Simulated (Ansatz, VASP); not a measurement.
C: VASP beside Ansatz

```
CELL_PARAMETERS angstrom
2.46565 0.00000 0.00000
-1.23283 2.13532 0.00000
0.00000 0.00000 17.50007
ATOMIC_POSITIONS crystal
C 0.66667 0.33333 0.25714
C 0.33333 0.66667 0.25714
C 0.83333 0.66667 0.46343
C 0.16667 0.33333 0.46343
```

Alike in both runs: task single point; functional PBE; dispersion D3(BJ); k mesh 15 × 15 × 1; occupations gaussian, width 0.1 eV; no spin polarisation.

|  | VASP | Ansatz |
| --- | --- | --- |
| version | VASP 6.6.1 | Ansatz 0.2.0 |
| potentials or method | VASP PAW PBE potentials, release 64 (C) | scalar-relativistic, plane waves, PAW |
| plane-wave cutoff (eV) | 520 | 420 |
| valence electrons in the cell | 16 | 16 |

```csv
,VASP,Ansatz,Ansatz less VASP
gap on the k mesh at the Fermi level (eV),0.14,0.14,0.000
least direct gap on the mesh (eV),0.14,0.14,0.000
rms of the force components (eV/Å),0.011,0.011,+0.0001
```

Atom by atom the forces differ by 0.000 eV/Å (rms over components). Ansatz warned: «structure_snapped_to_symmetry».
